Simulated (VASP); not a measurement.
# NaI (Fm-3m) in VASP: further runs, part 2 of 3

VASP 6.6.1. Earlier steps stand in the parts before.

**4. Relaxation of cell and atoms, PBE+D3(BJ)**

This run uses another cell than the first one, of 32.21 Å³/atom, 0.926 times its volume.

The input, INCAR:

```
ALGO = Normal ; EDIFF = 1E-7
EDIFFG = -0.005 ; ENCUT = 600
GGA = PE ; IBRION = 2
ISIF = 3 ; ISMEAR = 0
IVDW = 12 ; LASPH = True
LCHARG = False ; LREAL = False
LWAVE = False ; NELM = 80
NSW = 90 ; PREC = Accurate
SIGMA = 0.03
```

The input, KPOINTS:

```
k-points
0
Gamma
  8 8 8
```

The input, POSCAR:

```
NaI                                     
1.0
    0.0000000000      3.1817233134      3.1817233134
    3.1817233134      0.0000000000      3.1817233134
    3.1817233134      3.1817233134     -0.0000000000
  Na              I             
     1     1
Direct
     0.0000000000000000    0.0000000000000000    0.0000000000000000
     0.5000000000000000    0.5000000000000000    0.5000000000000000
```

Potentials or basis: VASP PAW PBE potentials, release 64 (Na_pv, I).

Launch:

```bash
cat potpaw_PBE.64/Na_pv/POTCAR potpaw_PBE.64/I/POTCAR > POTCAR
mpirun -np 1 vasp_std > vasp.out
```

OUTCAR:

```text
EDIFF = 1E-7
   EDIFFG = -0.005
   ENCUT = 600
   GGA = PE
   IBRION = 2
   ISIF = 3
   ISMEAR = 0
   IVDW = 12
   LASPH = True
   LREAL = False
   NELM = 80
   NSW = 90
   PREC = Accurate
 IVDW          = 12

 ion  position               nearest neighbor table
   1  0.000  0.000  0.000-
   2  0.500  0.500  0.500-

  LATTYP: Found a face centered cubic cell.
 ALAT       =     6.3634466268

  Lattice vectors:

 A1 = (   0.0000000000,   3.1817233134,   3.1817233134)
 A2 = (   3.1817233134,   0.0000000000,   3.1817233134)
 A3 = (   3.1817233134,   3.1817233134,   0.0000000000)

Analysis of symmetry for initial positions (statically):
=====================================================================
 Subroutine PRICEL returns:
 Original cell was already a primitive cell.

 Routine SETGRP: Setting up the symmetry group for a
 face centered cubic supercell.

 Subroutine GETGRP returns: Found 48 space group operations
 (whereof 48 operations were pure point group operations)
 out of a pool of 48 trial point group operations.

The static configuration has the point symmetry O_h .

Analysis of symmetry for dynamics (positions and initial velocities):
=====================================================================
 Subroutine PRICEL returns:
 Original cell was already a primitive cell.

 Routine SETGRP: Setting up the symmetry group for a
 face centered cubic supercell.

 Subroutine GETGRP returns: Found 48 space group operations
 (whereof 48 operations were pure point group operations)
 out of a pool of 48 trial point group operations.

The dynamic configuration has the point symmetry O_h .

 Subroutine INISYM returns: Found 48 space group operations
 (whereof 48 operations are pure point group operations),
 and found     1 'primitive' translations

----------------------------------------------------------------------------------------

                                     Primitive cell

  volume of cell :      64.4195

  direct lattice vectors                    reciprocal lattice vectors
     0.000000000  3.181723313  3.181723313    -0.157147543  0.157147543  0.157147543
     3.181723313  0.000000000  3.181723313     0.157147543 -0.157147543  0.157147543
     3.181723313  3.181723313  0.000000000     0.157147543  0.157147543 -0.157147543

  length of vectors
     4.499636262  4.499636262  4.499636262     0.272187528  0.272187528  0.272187528

  position of ions in fractional coordinates (direct lattice)
     0.000000000  0.000000000  0.000000000
     0.500000000  0.500000000  0.500000000

  ion indices of the primitive-cell ions
   primitive index   ion index
                 1           1
                 2           2

----------------------------------------------------------------------------------------

 KPOINTS: k-points

Automatic generation of k-mesh.
 Grid dimensions read from file:
 generate k-points for:    8    8    8

 Generating k-lattice:

  Cartesian coordinates                     Fractional coordinates (reciprocal lattice)
    -0.019643443  0.019643443  0.019643443     0.125000000  0.000000000  0.000000000
     0.019643443 -0.019643443  0.019643443     0.000000000  0.125000000  0.000000000
     0.019643443  0.019643443 -0.019643443     0.000000000  0.000000000  0.125000000

  Length of vectors
     0.034023441  0.034023441  0.034023441

  Shift w.r.t. Gamma in fractional coordinates (k-lattice)
[... 38 lines left out ...]
   dimension x,y,z NGXF=    72 NGYF=   72 NGZF=   72
   ions per type =               1   1
   NGX,Y,Z   is equivalent  to a cutoff of  13.30, 13.30, 13.30 a.u.
   NGXF,Y,Z  is equivalent  to a cutoff of  26.60, 26.60, 26.60 a.u.
 SYSTEM =  unknown system
   PREC   = accura    normal or accurate (medium, high low for compatibility)
   ISTART =      0    job   : 0-new  1-cont  2-samecut
   ICHARG =      2    charge: 1-file 2-atom 10-const
   ISPIN  =      1    spin polarized calculation?
   LNONCOLLINEAR =      F non collinear calculations
   LSORBIT =      F    spin-orbit coupling
   LASPH  =      T    aspherical Exc in radial PAW
   ENCUT  =  600.0 eV  44.10 Ry    6.64 a.u.   8.99  8.99  8.99*2*pi/ulx,y,z
   NELM   =     80;   NELMIN=  2; NELMDL= -5     # of ELM steps
   EDIFF  = 0.1E-06   stopping-criterion for ELM
   LREAL  =      F    real-space projection
   EDIFFG = -.5E-02   stopping-criterion for IOM
   NSW    =     90    number of steps for IOM
   IBRION =      2    ionic relax: 0-MD 1-quasi-New 2-CG
   NFREE  =      1    steps in history (QN), initial steepest desc. (CG)
   ISIF   =      3    stress and relaxation
   ISYM   =      2    0-nonsym 1-usesym 2-fastsym
   POTIM  = 0.5000    time-step for ionic-motion
   TEBEG  =    0.0;   TEEND  =   0.0 temperature during run
   PSTRESS=    0.0 pullay stress
   NELECT =      14.0000    total number of electrons
   NUPDOWN=      -1.0000    fix difference up-down
   EMIN   =  10.00;   EMAX   =-10.00  energy-range for DOS
   EFERMI =   0.00;   METHOD = LEGACY
   ISMEAR =     0;   SIGMA  =   0.03  broadening in eV -4-tet -1-fermi 0-gaus
   EFERMI_NEDOS =   21; number of points for ismear=-14 and -15
   IALGO  =     38    algorithm
   IMIX   =      4    mixing-type and parameters
     AMIX     =   0.40;   BMIX     =  1.00
     AMIX_MAG =   1.60;   BMIX_MAG =  1.00
  volume/ion in A,a.u.               =      32.21       217.36
  Fermi-wavevector in a.u.,A,eV,Ry     =   0.984264  1.859990 13.181003  0.968776
  Thomas-Fermi vector in A             =   2.115484
   LORBIT       =      0    0 simple, 1 ext, 2 COOP (PROOUT), +10 PAW based schemes
   GGA     = PE    functional components
   LHFCALC =     F    Hartree Fock is set to
   AEXX    =    0.0000 exact exchange contribution
   IVDW    =    12    specifies the selected vdW correction
   LEPSILON=     F    determine dielectric tensor
   LRPA    =     F    only Hartree local field effects (RPA)
 conjugate gradient relaxation of ions
 non-spin polarized calculation
 Gauss-broadening in eV      SIGMA  =   0.03
  energy-cutoff  :      600.00
  volume of cell :       64.42
 maximum number of plane-waves:      2180
   NGX = 17   NGY = 17   NGZ = 17

 number of electron      14.0000003 magnetization

 Free energy of the ion-electron system (eV)
  ---------------------------------------------------
  ext. energy  EPLUGINS =         0.00000000
  ---------------------------------------------------
  free energy    TOTEN  =        -5.36595071 eV

  energy without entropy =       -5.36595071  energy(sigma->0) =       -5.36595071

 E-fermi :   1.3036     XC(G=0):  -7.9124

 val. band max:        1.1741819593   @ k =   0.0000   0.0000   0.0000
 cond. band min:       4.9572754755   @ k =   0.0000   0.0000   0.0000
 fundamental gap:      3.7830935162
 Fermi energy:         1.3035621814

 k-point     1 :       0.0000    0.0000    0.0000
  band No.  band energies     occupation
      1     -21.2112      2.00000
      2     -21.2112      2.00000
      3     -21.2112      2.00000
      4      -9.9816      2.00000
      5       1.1742      2.00000
      6       1.1742      2.00000
      7       1.1742      2.00000
      8       4.9573      0.00000
      9       9.1008      0.00000
     10       9.1008      0.00000
     11       9.1008      0.00000
[... 309 lines left out ...]
 k-point    24 :      -0.3750    0.2500    0.1250
  band No.  band energies     occupation
      1     -21.2168      2.00000
      2     -21.2132      2.00000
      3     -21.2122      2.00000
      4      -9.5667      2.00000
      5      -0.9016      2.00000
      6       0.1702      2.00000
      7       0.6365      2.00000
      8       7.3684      0.00000
      9       7.5507      0.00000
     10       9.5457      0.00000
     11       9.6311      0.00000

 [... further k-points ...]

------------------------ aborting loop because EDIFF is reached ----------------------------------------

 Edisp (eV)   -0.53423

 E8    (eV) :    -0.2475

  FORCE on cell =-STRESS in cart. coord.  units (eV):
  Direction    XX          YY          ZZ          XY          YZ          ZX
  --------------------------------------------------------------------------------------
  -------------------------------------------------------------------------------------
  Total      -0.00875    -0.00875    -0.00875     0.00000    -0.00000     0.00000
  in kB      -0.21754    -0.21754    -0.21754     0.00000    -0.00000     0.00000
  external pressure =       -0.22 kB  Pullay stress =        0.00 kB

 VOLUME and BASIS-vectors are now :
 -----------------------------------------------------------------------------
  energy-cutoff  :      600.00
  volume of cell :       64.42
      direct lattice vectors                 reciprocal lattice vectors
     0.000000000  3.181723313  3.181723313    -0.157147543  0.157147543  0.157147543
     3.181723313  0.000000000  3.181723313     0.157147543 -0.157147543  0.157147543
     3.181723313  3.181723313  0.000000000     0.157147543  0.157147543 -0.157147543

 POSITION                                       TOTAL-FORCE (eV/Angst)
 -----------------------------------------------------------------------------------
      0.00000      0.00000      0.00000        -0.000000      0.000000     -0.000000
      3.18172      3.18172      3.18172         0.000000     -0.000000      0.000000
 -----------------------------------------------------------------------------------
    total drift:                                0.000000      0.000000      0.000000

  FREE ENERGIE OF THE ION-ELECTRON SYSTEM (eV)
  ---------------------------------------------------
  free  energy   TOTEN  =        -5.9001772243 eV

  energy  without entropy=       -5.9001772243  energy(sigma->0) =       -5.90017722

 reached required accuracy - stopping structural energy minimisation
```

OSZICAR:

```text
N       E                     dE             d eps       ncg     rms          rms(c)
DAV:   1     0.795020245675E+02    0.79502E+02   -0.71742E+03   638   0.126E+03
DAV:   2     0.154937104824E+01   -0.77953E+02   -0.72433E+02   671   0.247E+02
DAV:   3    -0.522088733056E+01   -0.67703E+01   -0.67254E+01   779   0.713E+01
DAV:   4    -0.542113972635E+01   -0.20025E+00   -0.20010E+00   739   0.127E+01
DAV:   5    -0.542718518342E+01   -0.60455E-02   -0.60453E-02   805   0.234E+00    0.169E+00
DAV:   6    -0.537200080157E+01    0.55184E-01   -0.77549E-02   740   0.192E+00    0.116E+00
DAV:   7    -0.536414456908E+01    0.78562E-02   -0.68249E-02   731   0.167E+00    0.583E-01
DAV:   8    -0.536596722041E+01   -0.18227E-02   -0.46615E-03   686   0.681E-01    0.149E-01
DAV:   9    -0.536593757129E+01    0.29649E-04   -0.14066E-04   725   0.136E-01    0.374E-02
DAV:  10    -0.536595041941E+01   -0.12848E-04   -0.36841E-05   746   0.796E-02    0.702E-03
DAV:  11    -0.536595048087E+01   -0.61461E-07   -0.45179E-06   692   0.268E-02    0.260E-03
DAV:  12    -0.536595066358E+01   -0.18271E-06   -0.58371E-07   713   0.600E-03    0.110E-03
DAV:  13    -0.536595071250E+01   -0.48916E-07   -0.90640E-09   439   0.117E-03
   1 F= -.59001772E+01 E0= -.59001772E+01  d E =-.590018E+01
```

Wall time 18 s (1 thread of Intel Xeon Platinum 8259CL at 2.50GHz (Skylake/Cascade Lake), shared host); peak memory 0.22 GiB.

What came out:

```
Free energy                : -5.9002 eV
Pressure after relaxing    : 0.0 GPa
Band gap on the k mesh     : 3.78 eV, direct
Dispersion energy per atom : -0.267 eV
```

Final structure:
```cif
data_structure
_symmetry_space_group_name_H-M 'P 1'
_symmetry_Int_Tables_number 1
_cell_length_a 4.4996
_cell_length_b 4.4996
_cell_length_c 4.4996
_cell_angle_alpha 60.000
_cell_angle_beta 60.000
_cell_angle_gamma 60.000
_cell_volume 64.42
loop_
_atom_site_label
_atom_site_type_symbol
_atom_site_fract_x
_atom_site_fract_y
_atom_site_fract_z
_atom_site_occupancy
Na1 Na 0.00000 0.00000 0.00000 1
I1 I 0.50000 0.50000 0.50000 1
```

Caveat: the relaxation stopped at its first step, so nothing moved; spin-orbit coupling is left out, which moves the levels of the heavy elements. As with any semilocal functional, this PBE gap is likely too small.

(Continued in part 3 of 3.)
